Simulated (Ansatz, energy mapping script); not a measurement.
# VCl2O monolayer: energy mapping under PBE+U (4.16 eV) (strain along x +3 %)

Wanted: the magnetic order of VCl2O monolayer, its couplings and an estimate of its ordering temperature, by PBE+U (4.16 eV).

Program: Ansatz 0.2.0. Level of theory: PBE with U = 4.16 eV on V d, ortho-atomic projectors; plane waves, U on orthogonalised atomic orbitals unless named otherwise, collinear spin, no spin–orbit coupling. Results are calculated unless marked as measured.

Most raw output is cut from this account.

### 1. Starting point

The cell holds 4 atoms: 1 V, 2 Cl and 1 O. Its edges and angles: a = 3.852 Å, b = 3.503 Å, c = 18.310 Å, α = 90.0°, β = 90.0°, γ = 90.0°. It derives from VCl2O. one layer cut from the bulk crystal, unrelaxed, 15 A of vacuum. Vacuum lies along c.

The cell comes from a database of computed structures, and need not be the one that the compound takes in experiment.

This cell differs from the given one by: strain along x +3 %. Atoms follow the cell and are not relaxed.

A Hubbard U penalises fractional filling of the shell. It raises the cost of virtual hops to the neighbours, so couplings that rest on such hops usually weaken.

### 2. A run to fix the orbital filling

A corrected shell can settle in several orbital fillings. One parallel run, with an occupation width a fifth wider than the orders use, therefore is to supply the occupation matrices. All orders start from them.

input.yaml reads:

```yaml
crystal:
  lattice:
    - [3.8517571, 0.0, 0.0]
    - [0.0, 3.50306, 0.0]
    - [0.0, 0.0, 18.309677]
  atoms:
    - { symbol: V, position: [0.062003, 0.0, 0.5], spin: 2.0 }
    - { symbol: Cl, position: [0.004547, 0.5, 0.409619] }
    - { symbol: Cl, position: [0.004547, 0.5, 0.590381] }
    - { symbol: O, position: [0.513588, 0.0, 0.5] }
magnetization:
  spin_polarized: true
kpoints:
  mp_grid: { grid: [7, 7, 1] }
hamiltonian:
  xc: pbe
  hubbard:
    sites: [{ species: V, l: d, u_eff: 4.16 }]
    projectors: ortho-atomic
scf:
  occupations: { method: fermi_dirac, width: 0.036 }
output:
  eigenvalues: true
```

Run with:

```bash
$ ansatz run input.yaml --threads 4 --pin off --max-ram 8192MiB --backend cpu --events-out ev --progress --plain --runs-dir out
```

The job ended after 6 s (4 threads of Arm Neoverse V2, shared host; peak memory 0.55 GiB).

This step gave:

```
final state                       : ferromagnetic
electrons in the corrected shells : 3.260 e
largest moment                    : 0.941 μB
```

### 3. Run 1 (parallel; cell A, 8 atoms)

Each cell gets its own parallel run on the same mesh, so that most of the mesh error cancels in the differences.

input.yaml reads:

```yaml
crystal:
  lattice:
    - [3.8517571, 0.0, 0.0]
    - [0.0, 7.00612, 0.0]
    - [0.0, 0.0, 18.309677]
  atoms:
    - { symbol: V, position: [0.062003, 0.0, 0.5], spin: 2.0 }
    - { symbol: V, position: [0.062003, 0.5, 0.5], spin: 2.0 }
    - { symbol: Cl, position: [0.004547, 0.25, 0.409619] }
    - { symbol: Cl, position: [0.004547, 0.75, 0.409619] }
    - { symbol: Cl, position: [0.004547, 0.25, 0.590381] }
    - { symbol: Cl, position: [0.004547, 0.75, 0.590381] }
    - { symbol: O, position: [0.513588, 0.0, 0.5] }
    - { symbol: O, position: [0.513588, 0.5, 0.5] }
magnetization:
  spin_polarized: true
kpoints:
  mp_grid: { grid: [7, 4, 1] }
hamiltonian:
  xc: pbe
  hubbard:
    sites:
      - { species: V, l: d, u_eff: 4.16 }
      - { site: 0, l: d, u_eff: 4.16, starting_ns: [{ spin: up, occupation_matrix: v1_major }, { spin: down, occupation_matrix: v1_minor }] }
      - { site: 1, l: d, u_eff: 4.16, starting_ns: [{ spin: up, occupation_matrix: v1_major }, { spin: down, occupation_matrix: v1_minor }] }
    projectors: ortho-atomic
    occupation_matrices:
      v1_major:
        matrix:
          - [0.843, 0.0, 0.0, 0.268, 0.0]
          - [0.0, 0.331, 0.0, 0.0, 0.0]
          - [0.0, 0.0, 0.299, 0.0, 0.0]
          - [0.268, 0.0, 0.0, 0.517, 0.0]
          - [0.0, 0.0, 0.0, 0.0, 0.348]
      v1_minor:
        matrix:
          - [0.102, 0.0, 0.0, -0.103, 0.0]
          - [0.0, 0.168, 0.0, 0.0, 0.0]
          - [0.0, 0.0, 0.243, 0.0, 0.0]
          - [-0.103, 0.0, 0.0, 0.238, 0.0]
          - [0.0, 0.0, 0.0, 0.0, 0.171]
scf:
  occupations: { method: fermi_dirac, width: 0.03 }
output:
  eigenvalues: true
```

The job ended after 16 s (4 threads; peak memory 1.1 GiB).

Spin moment in the sphere by atom:

```
atom  spin moment in the sphere (μB)
  V1                           0.941
  V2                           0.941
 Cl3                          -0.045
 Cl4                          -0.045
 Cl5                          -0.045
 Cl6                          -0.045
  O7                          -0.248
  O8                          -0.248
```

The run ends ferromagnetic.

### 4. Compensated +− start in cell A (8 atoms)

This order reverses 2 of the 2 neighbours at 3.50 Å, 0 of the 2 neighbours at 3.85 Å and 4 of the 4 neighbours at 5.21 Å, counted for an average magnetic atom.

Changes to input.yaml since step 3:

```diff
@@ -7,3 +7,3 @@
     - { symbol: V, position: [0.062003, 0.0, 0.5], spin: 2.0 }
-    - { symbol: V, position: [0.062003, 0.5, 0.5], spin: 2.0 }
+    - { symbol: V, position: [0.062003, 0.5, 0.5], spin: -2.0 }
     - { symbol: Cl, position: [0.004547, 0.25, 0.409619] }
@@ -24,3 +24,3 @@
       - { site: 0, l: d, u_eff: 4.16, starting_ns: [{ spin: up, occupation_matrix: v1_major }, { spin: down, occupation_matrix: v1_minor }] }
-      - { site: 1, l: d, u_eff: 4.16, starting_ns: [{ spin: up, occupation_matrix: v1_major }, { spin: down, occupation_matrix: v1_minor }] }
+      - { site: 1, l: d, u_eff: 4.16, starting_ns: [{ spin: up, occupation_matrix: v1_minor }, { spin: down, occupation_matrix: v1_major }] }
     projectors: ortho-atomic
```

Run time: 8.6 s. Hardware: 4 threads; peak memory 1.1 GiB; 32 s of CPU time.

Spin moment in the sphere by atom:

```csv
atom,spin moment in the sphere (μB)
V1,0.913
V2,-0.913
Cl3,0.000
Cl4,0.000
Cl5,0.000
Cl6,0.000
O7,-0.232
O8,0.232
```

The run ends antiferromagnetic, 7.03 meV a magnetic atom above the parallel order of its cell.

### 5. Run 3 (parallel; cell B, 8 atoms)

A new cell needs its own zero of energy.

This run holds the same structure in another cell (a 3.852 → 7.704 Å, b 7.006 → 3.503 Å).

input.yaml reads:

```yaml
crystal:
  lattice:
    - [7.7035142, 0.0, 0.0]
    - [0.0, 3.50306, 0.0]
    - [0.0, 0.0, 18.309677]
  atoms:
    - { symbol: V, position: [0.0310015, 0.0, 0.5], spin: 2.0 }
    - { symbol: V, position: [0.5310015, 0.0, 0.5], spin: 2.0 }
    - { symbol: Cl, position: [0.0022735, 0.5, 0.409619] }
    - { symbol: Cl, position: [0.5022735, 0.5, 0.409619] }
    - { symbol: Cl, position: [0.0022735, 0.5, 0.590381] }
    - { symbol: Cl, position: [0.5022735, 0.5, 0.590381] }
    - { symbol: O, position: [0.256794, 0.0, 0.5] }
    - { symbol: O, position: [0.756794, 0.0, 0.5] }
magnetization:
  spin_polarized: true
kpoints:
  mp_grid: { grid: [4, 7, 1] }
hamiltonian:
  xc: pbe
  hubbard:
    sites:
      - { species: V, l: d, u_eff: 4.16 }
      - { site: 0, l: d, u_eff: 4.16, starting_ns: [{ spin: up, occupation_matrix: v1_major }, { spin: down, occupation_matrix: v1_minor }] }
      - { site: 1, l: d, u_eff: 4.16, starting_ns: [{ spin: up, occupation_matrix: v1_major }, { spin: down, occupation_matrix: v1_minor }] }
    projectors: ortho-atomic
    occupation_matrices:
      v1_major:
        matrix:
          - [0.843, 0.0, 0.0, 0.268, 0.0]
          - [0.0, 0.331, 0.0, 0.0, 0.0]
          - [0.0, 0.0, 0.299, 0.0, 0.0]
          - [0.268, 0.0, 0.0, 0.517, 0.0]
          - [0.0, 0.0, 0.0, 0.0, 0.348]
      v1_minor:
        matrix:
          - [0.102, 0.0, 0.0, -0.103, 0.0]
          - [0.0, 0.168, 0.0, 0.0, 0.0]
          - [0.0, 0.0, 0.243, 0.0, 0.0]
          - [-0.103, 0.0, 0.0, 0.238, 0.0]
          - [0.0, 0.0, 0.0, 0.0, 0.171]
scf:
  occupations: { method: fermi_dirac, width: 0.03 }
output:
  eigenvalues: true
```

Wall time 16 s (4 threads); peak memory 1.1 GiB; 62 s of CPU time.

The run ends ferromagnetic. For each magnetic atom its energy differs from the parallel run of the first cell by -0.08 meV, an error that one common reference would have brought in.

### 6. Compensated +− start in cell B (8 atoms)

This order reverses 0 of the 2 neighbours at 3.50 Å, 2 of the 2 neighbours at 3.85 Å and 4 of the 4 neighbours at 5.21 Å, counted for an average magnetic atom.

Changes to input.yaml since step 5:

```diff
@@ -7,3 +7,3 @@
     - { symbol: V, position: [0.0310015, 0.0, 0.5], spin: 2.0 }
-    - { symbol: V, position: [0.5310015, 0.0, 0.5], spin: 2.0 }
+    - { symbol: V, position: [0.5310015, 0.0, 0.5], spin: -2.0 }
     - { symbol: Cl, position: [0.0022735, 0.5, 0.409619] }
@@ -24,3 +24,3 @@
       - { site: 0, l: d, u_eff: 4.16, starting_ns: [{ spin: up, occupation_matrix: v1_major }, { spin: down, occupation_matrix: v1_minor }] }
-      - { site: 1, l: d, u_eff: 4.16, starting_ns: [{ spin: up, occupation_matrix: v1_major }, { spin: down, occupation_matrix: v1_minor }] }
+      - { site: 1, l: d, u_eff: 4.16, starting_ns: [{ spin: up, occupation_matrix: v1_minor }, { spin: down, occupation_matrix: v1_major }] }
     projectors: ortho-atomic
```

Run time: 9.4 s. Hardware: 4 threads; peak memory 1.1 GiB; 35 s of CPU time.

The run ends antiferromagnetic, 9.20 meV a magnetic atom above the parallel order of its cell.

### 7. Parallel start in cell C (8 atoms)

The parallel order again, as the reference for this cell.

This run holds the same structure in another cell (a 7.704 → 5.206 Å, b 3.503 → 7.006 Å, γ 90.0 → 47.7°).

input.yaml reads:

```yaml
crystal:
  lattice:
    - [3.8517571, 3.50306, 0.0]
    - [0.0, 7.00612, 0.0]
    - [0.0, 0.0, 18.309677]
  atoms:
    - { symbol: V, position: [0.062003, 0.9689985, 0.5], spin: 2.0 }
    - { symbol: V, position: [0.062003, 0.4689985, 0.5], spin: 2.0 }
    - { symbol: Cl, position: [0.004547, 0.2477265, 0.409619] }
    - { symbol: Cl, position: [0.004547, 0.7477265, 0.409619] }
    - { symbol: Cl, position: [0.004547, 0.2477265, 0.590381] }
    - { symbol: Cl, position: [0.004547, 0.7477265, 0.590381] }
    - { symbol: O, position: [0.513588, 0.743206, 0.5] }
    - { symbol: O, position: [0.513588, 0.243206, 0.5] }
magnetization:
  spin_polarized: true
kpoints:
  mp_grid: { grid: [7, 7, 1] }
hamiltonian:
  xc: pbe
  hubbard:
    sites:
      - { species: V, l: d, u_eff: 4.16 }
      - { site: 0, l: d, u_eff: 4.16, starting_ns: [{ spin: up, occupation_matrix: v1_major }, { spin: down, occupation_matrix: v1_minor }] }
      - { site: 1, l: d, u_eff: 4.16, starting_ns: [{ spin: up, occupation_matrix: v1_major }, { spin: down, occupation_matrix: v1_minor }] }
    projectors: ortho-atomic
    occupation_matrices:
      v1_major:
        matrix:
          - [0.843, 0.0, 0.0, 0.268, 0.0]
          - [0.0, 0.331, 0.0, 0.0, 0.0]
          - [0.0, 0.0, 0.299, 0.0, 0.0]
          - [0.268, 0.0, 0.0, 0.517, 0.0]
          - [0.0, 0.0, 0.0, 0.0, 0.348]
      v1_minor:
        matrix:
          - [0.102, 0.0, 0.0, -0.103, 0.0]
          - [0.0, 0.168, 0.0, 0.0, 0.0]
          - [0.0, 0.0, 0.243, 0.0, 0.0]
          - [-0.103, 0.0, 0.0, 0.238, 0.0]
          - [0.0, 0.0, 0.0, 0.0, 0.171]
scf:
  occupations: { method: fermi_dirac, width: 0.03 }
output:
  eigenvalues: true
```

The job ended after 23 s (4 threads; peak memory 1.2 GiB; 88 s of CPU time).

The run ends ferromagnetic. For each magnetic atom its energy differs from the parallel run of the first cell by -0.41 meV, an error that one common reference would have brought in.

### 8. Compensated +− start in cell C (8 atoms)

This order reverses 2 of the 2 neighbours at 3.50 Å, 2 of the 2 neighbours at 3.85 Å and 0 of the 4 neighbours at 5.21 Å, counted for an average magnetic atom.

Changes to input.yaml since step 7:

```diff
@@ -7,3 +7,3 @@
     - { symbol: V, position: [0.062003, 0.9689985, 0.5], spin: 2.0 }
-    - { symbol: V, position: [0.062003, 0.4689985, 0.5], spin: 2.0 }
+    - { symbol: V, position: [0.062003, 0.4689985, 0.5], spin: -2.0 }
     - { symbol: Cl, position: [0.004547, 0.2477265, 0.409619] }
@@ -24,3 +24,3 @@
       - { site: 0, l: d, u_eff: 4.16, starting_ns: [{ spin: up, occupation_matrix: v1_major }, { spin: down, occupation_matrix: v1_minor }] }
-      - { site: 1, l: d, u_eff: 4.16, starting_ns: [{ spin: up, occupation_matrix: v1_major }, { spin: down, occupation_matrix: v1_minor }] }
+      - { site: 1, l: d, u_eff: 4.16, starting_ns: [{ spin: up, occupation_matrix: v1_minor }, { spin: down, occupation_matrix: v1_major }] }
     projectors: ortho-atomic
```

It took 13 s on 4 threads; peak memory 1.2 GiB; 48 s of CPU time.

The run ends antiferromagnetic, 11.52 meV a magnetic atom above the parallel order of its cell.

### 9. Parallel start in cell D (12 atoms)

input.yaml reads:

```yaml
crystal:
  lattice:
    - [3.8517571, 3.50306, 0.0]
    - [0.0, 10.50918, 0.0]
    - [0.0, 0.0, 18.309677]
  atoms:
    - { symbol: V, position: [0.062003, 0.979332333, 0.5], spin: 2.0 }
    - { symbol: V, position: [0.062003, 0.312665667, 0.5], spin: 2.0 }
    - { symbol: V, position: [0.062003, 0.645999, 0.5], spin: 2.0 }
    - { symbol: Cl, position: [0.004547, 0.165151, 0.409619] }
    - { symbol: Cl, position: [0.004547, 0.498484333, 0.409619] }
    - { symbol: Cl, position: [0.004547, 0.831817667, 0.409619] }
    - { symbol: Cl, position: [0.004547, 0.165151, 0.590381] }
    - { symbol: Cl, position: [0.004547, 0.498484333, 0.590381] }
    - { symbol: Cl, position: [0.004547, 0.831817667, 0.590381] }
    - { symbol: O, position: [0.513588, 0.828804, 0.5] }
    - { symbol: O, position: [0.513588, 0.162137333, 0.5] }
    - { symbol: O, position: [0.513588, 0.495470667, 0.5] }
magnetization:
  spin_polarized: true
kpoints:
  mp_grid: { grid: [7, 4, 1] }
hamiltonian:
  xc: pbe
  hubbard:
    sites:
      - { species: V, l: d, u_eff: 4.16 }
      - { site: 0, l: d, u_eff: 4.16, starting_ns: [{ spin: up, occupation_matrix: v1_major }, { spin: down, occupation_matrix: v1_minor }] }
      - { site: 1, l: d, u_eff: 4.16, starting_ns: [{ spin: up, occupation_matrix: v1_major }, { spin: down, occupation_matrix: v1_minor }] }
      - { site: 2, l: d, u_eff: 4.16, starting_ns: [{ spin: up, occupation_matrix: v1_major }, { spin: down, occupation_matrix: v1_minor }] }
    projectors: ortho-atomic
    occupation_matrices:
      v1_major:
        matrix:
          - [0.843, 0.0, 0.0, 0.268, 0.0]
          - [0.0, 0.331, 0.0, 0.0, 0.0]
          - [0.0, 0.0, 0.299, 0.0, 0.0]
          - [0.268, 0.0, 0.0, 0.517, 0.0]
          - [0.0, 0.0, 0.0, 0.0, 0.348]
      v1_minor:
        matrix:
          - [0.102, 0.0, 0.0, -0.103, 0.0]
          - [0.0, 0.168, 0.0, 0.0, 0.0]
          - [0.0, 0.0, 0.243, 0.0, 0.0]
          - [-0.103, 0.0, 0.0, 0.238, 0.0]
          - [0.0, 0.0, 0.0, 0.0, 0.171]
scf:
  occupations: { method: fermi_dirac, width: 0.03 }
output:
  eigenvalues: true
```

It took 52 s on 4 threads; peak memory 2.2 GiB.

The run ends ferromagnetic. For each magnetic atom its energy differs from the parallel run of the first cell by -0.43 meV, an error that one common reference would have brought in.

### 10. Order 8: uncompensated ++−, cell D of 12 atoms

This order reverses 1.33 of the 2 neighbours at 3.50 Å, 1.33 of the 2 neighbours at 3.85 Å and 1.33 of the 4 neighbours at 5.21 Å, counted for an average magnetic atom.

Changes to input.yaml since step 9:

```diff
@@ -8,3 +8,3 @@
     - { symbol: V, position: [0.062003, 0.312665667, 0.5], spin: 2.0 }
-    - { symbol: V, position: [0.062003, 0.645999, 0.5], spin: 2.0 }
+    - { symbol: V, position: [0.062003, 0.645999, 0.5], spin: -2.0 }
     - { symbol: Cl, position: [0.004547, 0.165151, 0.409619] }
@@ -29,3 +29,3 @@
       - { site: 1, l: d, u_eff: 4.16, starting_ns: [{ spin: up, occupation_matrix: v1_major }, { spin: down, occupation_matrix: v1_minor }] }
-      - { site: 2, l: d, u_eff: 4.16, starting_ns: [{ spin: up, occupation_matrix: v1_major }, { spin: down, occupation_matrix: v1_minor }] }
+      - { site: 2, l: d, u_eff: 4.16, starting_ns: [{ spin: up, occupation_matrix: v1_minor }, { spin: down, occupation_matrix: v1_major }] }
     projectors: ortho-atomic
```

Elapsed: 69 s, on 4 threads; peak memory 2.2 GiB; 4.5 min of CPU time.

The run ends ferrimagnetic, 8.22 meV a magnetic atom above the parallel order of its cell.

[end of part 1 of 2]

[Logs and program files are shortened in this print: banners, set-up blocks, solver, clock and traceback lines can be left out without a mark of their own.]

[Logs are printed without paths, hosts, clocks, repeated set-up lines and the standing remarks that a program may print on its own settings, such as how far it seeks lower states.]

[Hosts, paths, dates, database ids (printed as entryN), source tags and the programs' standing remarks are cut or masked in the printed files.]

[Where a cell is said to come from a database of computed structures, the database is the Materials Project.]
